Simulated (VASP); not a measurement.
# SnSe2 (P-3m1) in VASP: single point with PBE

Aim: the single point of SnSe2 with PBE.

Program: VASP 6.6.1. These are calculated values, not measurements. Logs are shortened: lines on timing, memory, paths and dates and some standing lists are left out, and cuts for length are marked.

**1. The crystal as given**

Symmetry: P-3m1, No. 164, trigonal system. Conventional cell: a = 3.811 Å, b = 3.811 Å, c = 6.136 Å, α = 90.00°, β = 90.00°, γ = 120.00°. Sn (site symmetry -3m) is surrounded by 6 Se at 2.68 Å. Se (site symmetry 3m) is surrounded by 3 Sn at 2.68 Å.

**2. Single point, PBE**

Input file INCAR:

```
PREC     = Accurate       # precision mode
ENCUT    = 520            # plane-wave cutoff, eV
EDIFF    = 1E-6           # SCF threshold, eV
ISMEAR   = 0              # smearing method
SIGMA    = 0.01           # smearing width, eV
LREAL    = False          # projectors in reciprocal space
LASPH    = True           # aspherical terms in the spheres
NELM     = 100            # most SCF steps
ALGO     = Fast           # electronic algorithm
ISIF     = 2              # what is computed and relaxed
LWAVE    = False          # write WAVECAR
LCHARG   = False          # write CHGCAR
GGA      = PE             # functional
NBANDS   = 20             # bands
```

Input file KPOINTS:

```
regular mesh
0
Gamma
  12 12 8
```

Input file POSCAR:

```
SnSe2
1.0
    3.8110000000      0.0000000000      0.0000000000
   -1.9055000000      3.3004228138      0.0000000000
    0.0000000000      0.0000000000      6.1360000000
Sn Se
1 2
Direct
    0.0000000000      0.0000000000      0.0000000000
    0.3333333333      0.6666666667      0.2490000000
    0.6666666667      0.3333333333      0.7510000000
```

Potentials or basis: VASP PAW PBE potentials, release 64 (Sn_d, Se).

Command:

```sh
$ cat potpaw_PBE.64/Sn_d/POTCAR potpaw_PBE.64/Se/POTCAR > POTCAR
$ mpirun -np 1 vasp_std > vasp.out
```

OUTCAR:

```text
PREC = Accurate
   ENCUT = 520
   EDIFF = 1E-6
   ISMEAR = 0
   LREAL = False
   LASPH = True
   NELM = 100
   ISIF = 2
   GGA = PE

 ion  position               nearest neighbor table
   1  0.000  0.000  0.000-   2 2.68   3 2.68   2 2.68   3 2.68   3 2.68   2 2.68
   2  0.333  0.667  0.249-   1 2.68   1 2.68   1 2.68
   3  0.667  0.333  0.751-   1 2.68   1 2.68   1 2.68

  LATTYP: Found a hexagonal cell.
 ALAT       =     3.8110000000
 C/A-ratio  =     1.6100760955

  Lattice vectors:

 A1 = (   3.8110000000,   0.0000000000,   0.0000000000)
 A2 = (  -1.9055000000,   3.3004228138,   0.0000000000)
 A3 = (   0.0000000000,   0.0000000000,   6.1360000000)

Analysis of symmetry for initial positions (statically):
=====================================================================
 Subroutine PRICEL returns:
 Original cell was already a primitive cell.

 Routine SETGRP: Setting up the symmetry group for a
 hexagonal supercell.

 Subroutine GETGRP returns: Found 12 space group operations
 (whereof 12 operations were pure point group operations)
 out of a pool of 24 trial point group operations.

The static configuration has the point symmetry D_3d.

Analysis of symmetry for dynamics (positions and initial velocities):
=====================================================================
 Subroutine PRICEL returns:
 Original cell was already a primitive cell.

 Routine SETGRP: Setting up the symmetry group for a
 hexagonal supercell.

 Subroutine GETGRP returns: Found 12 space group operations
 (whereof 12 operations were pure point group operations)
 out of a pool of 24 trial point group operations.

The dynamic configuration has the point symmetry D_3d.

 Subroutine INISYM returns: Found 12 space group operations
 (whereof 12 operations are pure point group operations),
 and found     1 'primitive' translations

----------------------------------------------------------------------------------------

                                     Primitive cell

  volume of cell :      77.1781

  direct lattice vectors                    reciprocal lattice vectors
     3.811000000  0.000000000  0.000000000     0.262398321  0.151495741  0.000000000
    -1.905500000  3.300422814  0.000000000     0.000000000  0.302991482  0.000000000
     0.000000000  0.000000000  6.136000000     0.000000000  0.000000000  0.162972621

  length of vectors
     3.811000000  3.811000000  6.136000000     0.302991482  0.302991482  0.162972621

  position of ions in fractional coordinates (direct lattice)
     0.000000000  0.000000000  0.000000000
     0.333333333  0.666666667  0.249000000
     0.666666667  0.333333333  0.751000000

  ion indices of the primitive-cell ions
   primitive index   ion index
                 1           1
                 2           2
                 3           3

----------------------------------------------------------------------------------------

 KPOINTS: regular mesh

Automatic generation of k-mesh.
 Grid dimensions read from file:
 generate k-points for:   12   12    8

 Generating k-lattice:

  Cartesian coordinates                     Fractional coordinates (reciprocal lattice)
     0.021866527  0.012624645  0.000000000     0.083333333  0.000000000  0.000000000
     0.000000000  0.025249290  0.000000000     0.000000000  0.083333333  0.000000000
     0.000000000  0.000000000  0.020371578     0.000000000  0.000000000  0.125000000

  Length of vectors
     0.025249290  0.025249290  0.020371578

  Shift w.r.t. Gamma in fractional coordinates (k-lattice)
     0.000000000  0.000000000  0.000000000

 Subroutine IBZKPT returns following result:
 ===========================================

 Found    131 irreducible k-points:

 Following reciprocal coordinates:
            Coordinates               Weight
  0.000000  0.000000  0.000000      1.000000
  0.083333  0.000000  0.000000      6.000000
  0.166667 -0.000000  0.000000      6.000000
  0.250000  0.000000  0.000000      6.000000
  0.333333  0.000000  0.000000      6.000000
  0.416667  0.000000  0.000000      6.000000
[... 16 lines left out ...]
  0.166667 -0.000000  0.125000      6.000000
  0.000000  0.166667  0.125000      6.000000
 [... further k-points ...]
   k-points           NKPTS =    131   k-points in BZ     NKDIM =    131   number of bands    NBANDS=     20
   number of dos      NEDOS =    301   number of ions     NIONS =      3
   total plane-waves  NPLWV =  37632
   dimension x,y,z NGX =    28 NGY =   28 NGZ =   48
   dimension x,y,z NGXF=    56 NGYF=   56 NGZF=   96
   ions per type =               1   2
   NGX,Y,Z   is equivalent  to a cutoff of  12.21, 12.21, 13.00 a.u.
   NGXF,Y,Z  is equivalent  to a cutoff of  24.43, 24.43, 26.01 a.u.
 SYSTEM =  unknown system
   PREC   = accura    normal or accurate (medium, high low for compatibility)
   ISTART =      0    job   : 0-new  1-cont  2-samecut
   ICHARG =      2    charge: 1-file 2-atom 10-const
   ISPIN  =      1    spin polarized calculation?
   LNONCOLLINEAR =      F non collinear calculations
   LSORBIT =      F    spin-orbit coupling
   LASPH  =      T    aspherical Exc in radial PAW
   ENCUT  =  520.0 eV  38.22 Ry    6.18 a.u.   7.09  7.09 11.41*2*pi/ulx,y,z
   NELM   =    100;   NELMIN=  2; NELMDL= -5     # of ELM steps
   EDIFF  = 0.1E-05   stopping-criterion for ELM
   LREAL  =      F    real-space projection
   EDIFFG = 0.1E-04   stopping-criterion for IOM
   NSW    =      0    number of steps for IOM
   IBRION =     -1    ionic relax: 0-MD 1-quasi-New 2-CG
   NFREE  =      0    steps in history (QN), initial steepest desc. (CG)
   ISIF   =      2    stress and relaxation
   ISYM   =      2    0-nonsym 1-usesym 2-fastsym
   POTIM  = 0.5000    time-step for ionic-motion
   TEBEG  =    0.0;   TEEND  =   0.0 temperature during run
   PSTRESS=    0.0 pullay stress
   NELECT =      26.0000    total number of electrons
   NUPDOWN=      -1.0000    fix difference up-down
   EMIN   =  10.00;   EMAX   =-10.00  energy-range for DOS
   EFERMI =   0.00;   METHOD = LEGACY
   ISMEAR =     0;   SIGMA  =   0.01  broadening in eV -4-tet -1-fermi 0-gaus
   EFERMI_NEDOS =   21; number of points for ismear=-14 and -15
   IALGO  =     68    algorithm
   IMIX   =      4    mixing-type and parameters
     AMIX     =   0.40;   BMIX     =  1.00
     AMIX_MAG =   1.60;   BMIX_MAG =  1.00
  volume/ion in A,a.u.               =      25.73       173.61
  Fermi-wavevector in a.u.,A,eV,Ry     =   1.139116  2.152617 17.654722  1.297585
  Thomas-Fermi vector in A             =   2.275820
   LORBIT       =      0    0 simple, 1 ext, 2 COOP (PROOUT), +10 PAW based schemes
   GGA     = PE    functional components
   LHFCALC =     F    Hartree Fock is set to
   AEXX    =    0.0000 exact exchange contribution
   IVDW    =     0    specifies the selected vdW correction
   LEPSILON=     F    determine dielectric tensor
   LRPA    =     F    only Hartree local field effects (RPA)
 non-spin polarized calculation
 RMM-DIIS sequential band-by-band and
 Gauss-broadening in eV      SIGMA  =   0.01
  energy-cutoff  :      520.00
  volume of cell :       77.18
 maximum number of plane-waves:      2109
   NGX = 15   NGY = 15   NGZ = 23

 number of electron      26.0000006 magnetization

 Free energy of the ion-electron system (eV)
  ---------------------------------------------------
  ext. energy  EPLUGINS =         0.00000000
  ---------------------------------------------------
  free energy    TOTEN  =       -11.74799348 eV

  energy without entropy =      -11.74799348  energy(sigma->0) =      -11.74799348

 E-fermi :   4.3505     XC(G=0):  -9.4545

 val. band max:        4.2103512920   @ k =   0.0833   0.0833   0.0000
 cond. band min:       4.9531988013   @ k =   0.0000   0.4167   0.3750
 fundamental gap:      0.7428475093
 Fermi energy:         4.3504756417

 k-point     1 :       0.0000    0.0000    0.0000
  band No.  band energies     occupation
      1     -17.0958      2.00000
      2     -17.0958      2.00000
      3     -17.0567      2.00000
      4     -17.0417      2.00000
      5     -17.0417      2.00000
      6      -9.8293      2.00000
[... 12 lines left out ...]
     19      13.1110      0.00000
     20      13.1192      0.00000

 k-point     2 :       0.0833    0.0000    0.0000
  band No.  band energies     occupation
      1     -17.0994      2.00000
      2     -17.0933      2.00000
      3     -17.0547      2.00000
      4     -17.0433      2.00000
      5     -17.0412      2.00000
      6      -9.7593      2.00000
[... 12 lines left out ...]
     19      12.5712      0.00000
     20      13.2138      0.00000

 k-point     3 :       0.1667   -0.0000    0.0000
  band No.  band energies     occupation
      1     -17.1098      2.00000
      2     -17.0873      2.00000
      3     -17.0511      2.00000
      4     -17.0450      2.00000
      5     -17.0391      2.00000
      6      -9.5536      2.00000
[... 12 lines left out ...]
     19      12.4447      0.00000
     20      13.3926      0.00000

 k-point     4 :       0.2500    0.0000    0.0000
  band No.  band energies     occupation
      1     -17.1250      2.00000
      2     -17.0812      2.00000
      3     -17.0549      2.00000
      4     -17.0375      2.00000
      5     -17.0340      2.00000
      6      -9.2270      2.00000
[... 12 lines left out ...]
     19      12.3723      0.00000
     20      13.7949      0.00000

 k-point     5 :       0.3333    0.0000    0.0000
  band No.  band energies     occupation
      1     -17.1409      2.00000
      2     -17.0777      2.00000
      3     -17.0598      2.00000
      4     -17.0284      2.00000
      5     -17.0263      2.00000
      6      -8.8143      2.00000
[... 12 lines left out ...]
     19      13.1138      0.00000
     20      13.9714      0.00000

 k-point     6 :       0.4167    0.0000    0.0000
  band No.  band energies     occupation
      1     -17.1526      2.00000
      2     -17.0765      2.00000
      3     -17.0633      2.00000
      4     -17.0216      2.00000
      5     -17.0192      2.00000
      6      -8.3930      2.00000
[... 12 lines left out ...]
     19      13.8697      0.00000
     20      14.5256      0.00000

 k-point     7 :       0.5000    0.0000    0.0000
  band No.  band energies     occupation
      1     -17.1570      2.00000
      2     -17.0762      2.00000
      3     -17.0645      2.00000
      4     -17.0191      2.00000
      5     -17.0164      2.00000
      6      -8.1664      2.00000
[... 12 lines left out ...]
     19      14.1802      0.00000
     20      14.8200      0.00000
[... 277 lines left out ...]
 k-point    20 :       0.0000    0.0000    0.1250
  band No.  band energies     occupation
      1     -17.0958      2.00000
      2     -17.0958      2.00000
      3     -17.0567      2.00000
      4     -17.0417      2.00000
      5     -17.0417      2.00000
      6      -9.8079      2.00000
[... 12 lines left out ...]
     19      13.0045      0.00000
     20      13.0649      0.00000

 k-point    21 :       0.0833    0.0000    0.1250
  band No.  band energies     occupation
      1     -17.0994      2.00000
      2     -17.0933      2.00000
      3     -17.0547      2.00000
      4     -17.0433      2.00000
      5     -17.0412      2.00000
      6      -9.7380      2.00000
[... 12 lines left out ...]
     19      12.6006      0.00000
     20      13.2426      0.00000

 k-point    22 :       0.0000    0.0833    0.1250
  band No.  band energies     occupation
      1     -17.0994      2.00000
      2     -17.0933      2.00000
      3     -17.0547      2.00000
      4     -17.0433      2.00000
      5     -17.0412      2.00000
      6      -9.7380      2.00000
[... 12 lines left out ...]
     19      12.4892      0.00000
     20      13.0081      0.00000

 k-point    23 :       0.1667   -0.0000    0.1250
  band No.  band energies     occupation
      1     -17.1098      2.00000
      2     -17.0873      2.00000
      3     -17.0511      2.00000
      4     -17.0450      2.00000
      5     -17.0391      2.00000
      6      -9.5328      2.00000
[... 12 lines left out ...]
     19      12.7997      0.00000
     20      13.0879      0.00000

 k-point    24 :       0.0000    0.1667    0.1250
  band No.  band energies     occupation
      1     -17.1098      2.00000
      2     -17.0873      2.00000
      3     -17.0511      2.00000
      4     -17.0449      2.00000
      5     -17.0391      2.00000
      6      -9.5325      2.00000
[... 12 lines left out ...]
     19      12.2541      0.00000
     20      13.1701      0.00000

 [... further k-points ...]

------------------------ aborting loop because EDIFF is reached ----------------------------------------

  FORCE on cell =-STRESS in cart. coord.  units (eV):
  Direction    XX          YY          ZZ          XY          YZ          ZX
  --------------------------------------------------------------------------------------
  -------------------------------------------------------------------------------------
  Total        2.4608835      2.4608835      3.1955702     -0.0000000      0.0000000      0.0000000
  in kB       51.0866884     51.0866884     66.3384100     -0.0000000      0.0000000      0.0000000
  external PRESSURE =      56.1705956 kB  Pullay stress =       0.0000000 kB

 VOLUME and BASIS-vectors are now :
 -----------------------------------------------------------------------------
  energy-cutoff  :      520.00
  volume of cell :       77.18
      direct lattice vectors                 reciprocal lattice vectors
     3.811000000  0.000000000  0.000000000     0.262398321  0.151495741  0.000000000
    -1.905500000  3.300422814  0.000000000     0.000000000  0.302991482  0.000000000
     0.000000000  0.000000000  6.136000000     0.000000000  0.000000000  0.162972621

 POSITION                                       TOTAL-FORCE (eV/Angst)
 -----------------------------------------------------------------------------------
      0.00000      0.00000      0.00000         0.000000      0.000000      0.000000
     -0.00000      2.20028      1.52786         0.000000      0.000000      0.806422
      1.90550      1.10014      4.60814        -0.000000     -0.000000     -0.806422
 -----------------------------------------------------------------------------------
    total drift:                                0.000000      0.000000     -0.000000

  FREE ENERGIE OF THE ION-ELECTRON SYSTEM (eV)
  ---------------------------------------------------
  free  energy   TOTEN  =       -11.7479934792 eV

  energy  without entropy=      -11.7479934792  energy(sigma->0) =      -11.74799348
```

Run time: 2.5 min. Hardware: 1 thread of AMD EPYC 7R13 (Zen 3), shared host; peak memory 0.3 GiB.

What came out:

```
Free energy            : -11.7480 eV
Pressure               : 5.6 GPa
Largest force          : 0.806 eV/Å
Band gap on the k mesh : 0.74 eV, indirect (least direct gap 1.09 eV)
```

Forces on the atoms (eV/Å):
```
Sn   0.000  0.000  0.000
Se   0.000  0.000  0.806
Se   0.000  0.000 -0.806
```

Stress tensor (GPa, compression positive):
```
5.11 0.00 0.00
0.00 5.11 0.00
0.00 0.00 6.63
```

Levels at points of the mesh, in eV from the valence-band top:
```csv
k point,band 11,band 12,band 13,band 14,band 15,band 16
"(0.00, 0.00, 0.00)",-0.43,-0.43,-0.04,1.05,2.90,4.60
"(0.50, 0.00, 0.00)",-2.72,-1.23,-0.35,1.11,3.76,5.41
"(0.00, 0.00, 0.50)",-0.83,-0.28,-0.28,2.41,2.88,4.33
"(0.50, 0.00, 0.50)",-2.03,-0.88,-0.73,0.83,4.22,4.81
```

Caveat: spin-orbit coupling is left out, which moves the levels of the heavy elements; this functional lacks dispersion, which binds the layers, so the pressure and a relaxed spacing across them are unreliable. A k mesh can miss the band edges.
